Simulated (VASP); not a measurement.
# CuCl (R3m) in VASP: a series of runs

One crystal, CuCl, is run at these levels: PBEsol; tasks: single point.

Everything below comes from runs of VASP 6.6.1. Logs are shortened: lines on timing, memory, paths and dates and some standing lists are left out, and cuts for length are marked.

**1. The structure**

It takes space group F-43m (No. 216, cubic). The conventional cell has a = 5.299 Å, b = 5.299 Å, c = 5.299 Å, α = 90.00°, β = 90.00°, γ = 90.00°. Around Cu (site symmetry -43m) lie 4 Cl at 2.29 Å. Cl (site symmetry -43m) has 4 Cu at 2.29 Å as nearest neighbours.

The cell is a database's computed one.

**2. Single point, PBEsol**

The input, INCAR:

```
  PREC = Accurate
  ENCUT = 900
  EDIFF = 1E-6
  ISMEAR = 0
  SIGMA = 0.02
  LREAL = F
  LASPH = T
  NELM = 60
  ALGO = Normal
  ISIF = 2
  LWAVE = F
  LCHARG = F
  GGA = PS
  NBANDS = 16
```

The input, KPOINTS:

```
Automatic mesh
0
Gamma
  12 12 12
```

The input, POSCAR:

```
CuCl
1.0
    1.8732600000      1.0815300000      3.0595300000
   -1.8732600000      1.0815300000      3.0595300000
    0.0000000000     -2.1630500000      3.0595300000
Cu Cl
1 1
Direct
    0.9915900000      0.9915900000      0.9915900000
    0.2414100000      0.2414100000      0.2414100000
```

Potentials or basis: VASP PAW PBE potentials, release 64 (Cu, Cl_h).

On the command line:

```console
$ cat potpaw_PBE.64/Cu/POTCAR potpaw_PBE.64/Cl_h/POTCAR > POTCAR
$ mpirun -np 1 vasp_std > vasp.out
```

OUTCAR:

```text
PREC = Accurate
   ENCUT = 900
   EDIFF = 1E-6
   ISMEAR = 0
   LREAL = F
   LASPH = T
   NELM = 60
   ISIF = 2
   GGA = PS

 ion  position               nearest neighbor table
   1  0.992  0.992  0.992-   2 2.29   2 2.29   2 2.29   2 2.29
   2  0.241  0.241  0.241-   1 2.29   1 2.29   1 2.29   1 2.29

  LATTYP: Found a trigonal (rhomboedric) cell.
 ALAT       =     3.7469366140
 COS(alpha) =     0.5001110847

  Lattice vectors:

 A1 = (   1.8732600000,   1.0815300000,   3.0595300000)
 A2 = (  -1.8732600000,   1.0815300000,   3.0595300000)
 A3 = (   0.0000000000,  -2.1630500000,   3.0595300000)

Analysis of symmetry for initial positions (statically):
=====================================================================
 Subroutine PRICEL returns:
 Original cell was already a primitive cell.

 Routine SETGRP: Setting up the symmetry group for a
 trigonal (rhombohedral) supercell.

 Subroutine GETGRP returns: Found  6 space group operations
 (whereof  6 operations were pure point group operations)
 out of a pool of 12 trial point group operations.

The static configuration has the point symmetry C_3v.

Analysis of symmetry for dynamics (positions and initial velocities):
=====================================================================
 Subroutine PRICEL returns:
 Original cell was already a primitive cell.

 Routine SETGRP: Setting up the symmetry group for a
 trigonal (rhombohedral) supercell.

 Subroutine GETGRP returns: Found  6 space group operations
 (whereof  6 operations were pure point group operations)
 out of a pool of 12 trial point group operations.

The dynamic configuration has the point symmetry C_3v.

 Subroutine INISYM returns: Found  6 space group operations
 (whereof  6 operations are pure point group operations),
 and found     1 'primitive' translations

----------------------------------------------------------------------------------------

                                     Primitive cell

  volume of cell :      37.1913

  direct lattice vectors                    reciprocal lattice vectors
     1.873260000  1.081530000  3.059530000     0.266914363  0.154103150  0.108949028
    -1.873260000  1.081530000  3.059530000    -0.266914363  0.154103150  0.108949028
     0.000000000 -2.163050000  3.059530000     0.000000000 -0.308206301  0.108949532

  length of vectors
     3.746936614  3.746936614  3.746933296     0.326895930  0.326895930  0.326896198

  position of ions in fractional coordinates (direct lattice)
     0.991590000  0.991590000  0.991590000
     0.241410000  0.241410000  0.241410000

  ion indices of the primitive-cell ions
   primitive index   ion index
                 1           1
                 2           2

----------------------------------------------------------------------------------------

 KPOINTS: Automatic mesh

Automatic generation of k-mesh.
 Grid dimensions read from file:
 generate k-points for:   12   12   12

 Generating k-lattice:

  Cartesian coordinates                     Fractional coordinates (reciprocal lattice)
     0.022242864  0.012841929  0.009079086     0.083333333  0.000000000  0.000000000
    -0.022242864  0.012841929  0.009079086     0.000000000  0.083333333  0.000000000
     0.000000000 -0.025683858  0.009079128     0.000000000  0.000000000  0.083333333

  Length of vectors
     0.027241327  0.027241327  0.027241350

  Shift w.r.t. Gamma in fractional coordinates (k-lattice)
     0.000000000  0.000000000  0.000000000

 Subroutine IBZKPT returns following result:
 ===========================================

 Found    189 irreducible k-points:

 Following reciprocal coordinates:
            Coordinates               Weight
  0.000000  0.000000  0.000000      1.000000
  0.083333  0.000000  0.000000      6.000000
  0.166667 -0.000000  0.000000      6.000000
  0.250000  0.000000  0.000000      6.000000
  0.333333  0.000000  0.000000      6.000000
  0.416667  0.000000  0.000000      6.000000
[... 16 lines left out ...]
  0.500000  0.166667  0.000000     12.000000
 -0.416667  0.166667 -0.000000     12.000000
 [... further k-points ...]
   k-points           NKPTS =    189   k-points in BZ     NKDIM =    189   number of bands    NBANDS=     16
   number of dos      NEDOS =    301   number of ions     NIONS =      2
   total plane-waves  NPLWV =  64000
   dimension x,y,z NGX =    40 NGY =   40 NGZ =   40
   dimension x,y,z NGXF=    80 NGYF=   80 NGZF=   80
   ions per type =               1   1
   NGX,Y,Z   is equivalent  to a cutoff of  17.75, 17.75, 17.75 a.u.
   NGXF,Y,Z  is equivalent  to a cutoff of  35.49, 35.49, 35.49 a.u.
 SYSTEM =  unknown system
   PREC   = accura    normal or accurate (medium, high low for compatibility)
   ISTART =      0    job   : 0-new  1-cont  2-samecut
   ICHARG =      2    charge: 1-file 2-atom 10-const
   ISPIN  =      1    spin polarized calculation?
   LNONCOLLINEAR =      F non collinear calculations
   LSORBIT =      F    spin-orbit coupling
   LASPH  =      T    aspherical Exc in radial PAW
   ENCUT  =  900.0 eV  66.15 Ry    8.13 a.u.   9.17  9.17  9.17*2*pi/ulx,y,z
   NELM   =     60;   NELMIN=  2; NELMDL= -5     # of ELM steps
   EDIFF  = 0.1E-05   stopping-criterion for ELM
   LREAL  =      F    real-space projection
[... 7 lines left out ...]
   TEBEG  =    0.0;   TEEND  =   0.0 temperature during run
   PSTRESS=    0.0 pullay stress
   NELECT =      18.0000    total number of electrons
   NUPDOWN=      -1.0000    fix difference up-down
   EMIN   =  10.00;   EMAX   =-10.00  energy-range for DOS
   EFERMI =   0.00;   METHOD = LEGACY
   ISMEAR =     0;   SIGMA  =   0.02  broadening in eV -4-tet -1-fermi 0-gaus
   EFERMI_NEDOS =   21; number of points for ismear=-14 and -15
   IALGO  =     38    algorithm
   IMIX   =      4    mixing-type and parameters
     AMIX     =   0.40;   BMIX     =  1.00
     AMIX_MAG =   1.60;   BMIX_MAG =  1.00
  volume/ion in A,a.u.               =      18.60       125.49
  Fermi-wavevector in a.u.,A,eV,Ry     =   1.285342  2.428944 22.478228  1.652103
  Thomas-Fermi vector in A             =   2.417482
   LORBIT       =      0    0 simple, 1 ext, 2 COOP (PROOUT), +10 PAW based schemes
   GGA     = PS    functional components
   LHFCALC =     F    Hartree Fock is set to
   AEXX    =    0.0000 exact exchange contribution
   IVDW    =     0    specifies the selected vdW correction
   LEPSILON=     F    determine dielectric tensor
   LRPA    =     F    only Hartree local field effects (RPA)
 non-spin polarized calculation
 Gauss-broadening in eV      SIGMA  =   0.02
  energy-cutoff  :      900.00
  volume of cell :       37.19
 maximum number of plane-waves:      2301
 NGX is ok and might be reduce to    40
   NGX = 19   NGY = 19   NGZ = 19

 number of electron      18.0000000 magnetization

 Free energy of the ion-electron system (eV)
  ---------------------------------------------------
  ext. energy  EPLUGINS =         0.00000000
  ---------------------------------------------------
  free energy    TOTEN  =        -7.06354179 eV

  energy without entropy =       -7.06354179  energy(sigma->0) =       -7.06354179

 E-fermi :   4.9223     XC(G=0): -10.0118

 val. band max:        4.7447872925   @ k =   0.0000   0.0000   0.0000
 cond. band min:       5.2946742981   @ k =   0.0000   0.0000   0.0000
 fundamental gap:      0.5498870056
 Fermi energy:         4.9222820026

 k-point     1 :       0.0000    0.0000    0.0000
  band No.  band energies     occupation
      1     -12.5713      2.00000
      2      -0.4659      2.00000
      3      -0.4604      2.00000
      4      -0.4604      2.00000
      5       3.0080      2.00000
      6       3.0080      2.00000
[... 8 lines left out ...]
     15      16.3891      0.00000
     16      17.6991      0.00000

 k-point     2 :       0.0833    0.0000    0.0000
  band No.  band energies     occupation
      1     -12.5382      2.00000
      2      -0.6114      2.00000
      3      -0.4617      2.00000
      4      -0.4571      2.00000
      5       3.0024      2.00000
      6       3.0025      2.00000
[... 8 lines left out ...]
     15      16.0860      0.00000
     16      18.0287      0.00000

 k-point     3 :       0.1667   -0.0000    0.0000
  band No.  band energies     occupation
      1     -12.4458      2.00000
      2      -0.9913      2.00000
      3      -0.4530      2.00000
      4      -0.4486      2.00000
      5       2.9933      2.00000
      6       2.9935      2.00000
[... 8 lines left out ...]
     15      15.6568      0.00000
     16      17.7424      0.00000

 k-point     4 :       0.2500    0.0000    0.0000
  band No.  band energies     occupation
      1     -12.3147      2.00000
      2      -1.4584      2.00000
      3      -0.4429      2.00000
      4      -0.4391      2.00000
      5       2.9971      2.00000
      6       2.9976      2.00000
[... 8 lines left out ...]
     15      15.6235      0.00000
     16      17.1196      0.00000

 k-point     5 :       0.3333    0.0000    0.0000
  band No.  band energies     occupation
      1     -12.1774      2.00000
      2      -1.8866      2.00000
      3      -0.4351      2.00000
      4      -0.4319      2.00000
      5       3.0248      2.00000
      6       3.0256      2.00000
[... 8 lines left out ...]
     15      16.1633      0.00000
     16      16.7536      0.00000

 k-point     6 :       0.4167    0.0000    0.0000
  band No.  band energies     occupation
      1     -12.0723      2.00000
      2      -2.1838      2.00000
      3      -0.4311      2.00000
      4      -0.4283      2.00000
      5       3.0662      2.00000
      6       3.0674      2.00000
[... 8 lines left out ...]
     15      17.0843      0.00000
     16      17.0901      0.00000

 k-point     7 :       0.5000    0.0000    0.0000
  band No.  band energies     occupation
      1     -12.0329      2.00000
      2      -2.2900      2.00000
      3      -0.4299      2.00000
      4      -0.4273      2.00000
      5       3.0878      2.00000
      6       3.0891      2.00000
[... 8 lines left out ...]
     15      17.7135      0.00000
     16      17.7200      0.00000

 k-point     8 :       0.0833    0.0833    0.0000
  band No.  band energies     occupation
      1     -12.5272      2.00000
      2      -0.6345      2.00000
      3      -0.4721      2.00000
      4      -0.4685      2.00000
      5       2.9779      2.00000
      6       3.0222      2.00000
[... 8 lines left out ...]
     15      16.4466      0.00000
     16      18.2831      0.00000

 k-point     9 :       0.1667    0.0833    0.0000
  band No.  band energies     occupation
      1     -12.4546      2.00000
      2      -0.9159      2.00000
      3      -0.4761      2.00000
      4      -0.4653      2.00000
      5       2.9491      2.00000
      6       3.0323      2.00000
[... 8 lines left out ...]
     15      16.2976      0.00000
     16      18.5649      0.00000
[... 172 lines left out ...]
 k-point    19 :       0.1667    0.1667    0.0000
  band No.  band energies     occupation
      1     -12.4043      2.00000
      2      -1.0449      2.00000
      3      -0.4933      2.00000
      4      -0.4897      2.00000
      5       2.8998      2.00000
      6       3.0611      2.00000
[... 8 lines left out ...]
     15      16.6139      0.00000
     16      19.7866      0.00000

 k-point    20 :       0.2500    0.1667    0.0000
  band No.  band energies     occupation
      1     -12.3060      2.00000
      2      -1.3361      2.00000
      3      -0.5083      2.00000
      4      -0.5006      2.00000
      5       2.8653      2.00000
      6       3.0831      2.00000
[... 8 lines left out ...]
     15      16.6626      0.00000
     16      19.4834      0.00000

 k-point    21 :       0.3333    0.1667    0.0000
  band No.  band energies     occupation
      1     -12.1828      2.00000
      2      -1.6614      2.00000
      3      -0.5618      2.00000
      4      -0.4974      2.00000
      5       2.8676      2.00000
      6       3.1047      2.00000
[... 8 lines left out ...]
     15      16.9355      0.00000
     16      18.8978      0.00000

 k-point    22 :       0.4167    0.1667    0.0000
  band No.  band energies     occupation
      1     -12.0670      2.00000
      2      -1.9287      2.00000
      3      -0.6500      2.00000
      4      -0.4843      2.00000
      5       2.9084      2.00000
      6       3.1195      2.00000
[... 8 lines left out ...]
     15      17.5484      0.00000
     16      18.6071      0.00000

 k-point    23 :       0.5000    0.1667    0.0000
  band No.  band energies     occupation
      1     -11.9921      2.00000
      2      -2.0792      2.00000
      3      -0.7439      2.00000
      4      -0.4635      2.00000
      5       2.9391      2.00000
      6       3.1022      2.00000
[... 8 lines left out ...]
     15      17.7541      0.00000
     16      18.6123      0.00000

 k-point    24 :      -0.4167    0.1667   -0.0000
  band No.  band energies     occupation
      1     -11.9820      2.00000
      2      -2.0841      2.00000
      3      -0.8068      2.00000
      4      -0.4392      2.00000
      5       2.9541      2.00000
      6       3.0443      2.00000
[... 8 lines left out ...]
     15      16.8300      0.00000
     16      18.3876      0.00000

 [... further k-points ...]
[... 5 lines left out ...]
  --------------------------------------------------------------------------------------
  -------------------------------------------------------------------------------------
  Total       -0.0225299     -0.0225299     -0.0140738     -0.0000000     -0.0000000      0.0000000
  in kB       -0.9705755     -0.9705746     -0.6062902     -0.0000000     -0.0000007      0.0000000
  external PRESSURE =      -0.8491468 kB  Pullay stress =       0.0000000 kB

 VOLUME and BASIS-vectors are now :
 -----------------------------------------------------------------------------
  energy-cutoff  :      900.00
  volume of cell :       37.19
      direct lattice vectors                 reciprocal lattice vectors
     1.873260000  1.081530000  3.059530000     0.266914363  0.154103150  0.108949028
    -1.873260000  1.081530000  3.059530000    -0.266914363  0.154103150  0.108949028
     0.000000000 -2.163050000  3.059530000     0.000000000 -0.308206301  0.108949532

 POSITION                                       TOTAL-FORCE (eV/Angst)
 -----------------------------------------------------------------------------------
      0.00000      0.00001      9.10140         0.000000     -0.000000     -0.003070
      0.00000      0.00000      2.21580         0.000000      0.000000      0.003070
 -----------------------------------------------------------------------------------
    total drift:                               -0.000000     -0.000074      0.000120

  FREE ENERGIE OF THE ION-ELECTRON SYSTEM (eV)
  ---------------------------------------------------
  free  energy   TOTEN  =        -7.0635417931 eV

  energy  without entropy=       -7.0635417931  energy(sigma->0) =       -7.06354179
```

Run time: 2.2 min. Hardware: 1 thread of Intel Xeon 6975P-C (Granite Rapids), shared host; peak memory 0.41 GiB.

What came out:

```yaml
Free_energy: -7.0635 eV
Pressure: -0.1 GPa
Largest_force: 0.003 eV/Å
Band_gap_on_the_k_mesh: 0.55 eV, direct
```

Forces on the atoms (eV/Å):
```
Cu   0.000  0.000 -0.003
Cl   0.000  0.000  0.003
```

Levels at points of the mesh, in eV from the valence-band top:
| k point | band 5 | band 6 | band 7 | band 8 | band 9 | band 10 | band 11 | band 12 | band 13 | band 14 |
| --- | --- | --- | --- | --- | --- | --- | --- | --- | --- | --- |
| (0.00, 0.00, 0.00) | -1.74 | -1.74 | 0.00 | 0.00 | 0.00 | 0.55 | 6.61 | 6.62 | 6.62 | 11.64 |
| (0.50, 0.00, 0.00) | -1.66 | -1.66 | -1.59 | -0.66 | -0.66 | 2.91 | 6.96 | 7.06 | 7.07 | 12.06 |
| (0.50, 0.50, 0.00) | -1.91 | -1.61 | -1.52 | -1.30 | -1.30 | 3.26 | 4.50 | 8.99 | 11.32 | 11.32 |
| (0.50, 0.50, 0.50) | -1.66 | -1.66 | -1.60 | -0.66 | -0.66 | 2.91 | 6.96 | 7.07 | 7.07 | 12.06 |

Caveat: the PAW data sets were made with another functional, which shifts forces and pressure a little.

**3. Single point, PBEsol**

Edit INCAR of step 2 so:

```diff
@@ -1,6 +1,6 @@
   PREC = Accurate
-  ENCUT = 900
+  ENCUT = 520
   EDIFF = 1E-6
   ISMEAR = 0
-  SIGMA = 0.02
+  SIGMA = 0.5
   LREAL = F
```

KPOINTS is that of step 2.

POSCAR is that of step 2.

Potentials or basis: VASP PAW PBE potentials, release 64 (Cu, Cl).

On the command line:

```console
$ cat potpaw_PBE.64/Cu/POTCAR potpaw_PBE.64/Cl/POTCAR > POTCAR
$ mpirun -np 1 vasp_std > vasp.out
```

Run time: 51 s. Hardware: 1 thread of Intel Xeon 6975P-C (Granite Rapids), shared host; peak memory 0.23 GiB.

The run converged. Its results:

```yaml
Free_energy: -7.0627 eV
Pressure: 0.0 GPa
Band_gap_on_the_k_mesh: 0.55 eV, direct
```

Forces in eV/Å, atoms in the order of the input:
```
Cu   0.000  0.000 -0.003
Cl   0.000  0.000  0.003
```

Levels at points of the mesh, in eV from the valence-band top:
```csv
k point,band 5,band 6,band 7,band 8,band 9,band 10,band 11,band 12,band 13,band 14
"(0.00, 0.00, 0.00)",-1.73,-1.73,0.00,0.00,0.00,0.55,6.68,6.69,6.69,11.86
"(0.50, 0.00, 0.00)",-1.66,-1.65,-1.59,-0.66,-0.66,2.92,6.95,7.13,7.14,12.06
"(0.50, 0.50, 0.00)",-1.90,-1.61,-1.52,-1.30,-1.30,3.27,4.53,8.99,11.35,11.35
"(0.50, 0.50, 0.50)",-1.66,-1.66,-1.59,-0.66,-0.66,2.92,6.96,7.14,7.14,12.06
```

Caveat: the PAW data sets were made with another functional, which shifts forces and pressure a little.
